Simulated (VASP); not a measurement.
EuS:

```xyz
2
Lattice="0.0000 2.9785 2.9785 2.9785 0.0000 2.9785 2.9785 2.9785 0.0000" Properties=species:S:1:pos:R:3 pbc="T T T"
Eu    0.0000    0.0000    0.0000
S     2.9785    2.9785    2.9785
```

Program: VASP 6.6.1. Alike in all runs: task band structure; potentials or basis VASP PAW PBE potentials, release 64 (Eu, S); cell as given; cutoff (eV) 520; smearing fermi-dirac 0.05 eV.

Task: Order these runs on this cell by their pressure, lowest first.
A. level revPBE; spin collinear, ferromagnetic start; k mesh 8 × 8 × 8
B. level BLYP; spin collinear, ferromagnetic start; k mesh 8 × 8 × 8
C. level PBEsol; spin collinear, ferromagnetic start, SOC; k mesh 6 × 6 × 6

Result: C (-5.9 GPa), A (-1.0 GPa), B (0.5 GPa).

Caveats: the PAW data sets were made with another functional, which shifts forces and pressure a little; a cell with one magnetic atom can't hold antiferromagnetic order, which such compounds often take.

Runs at the PBE level aren't shown here.
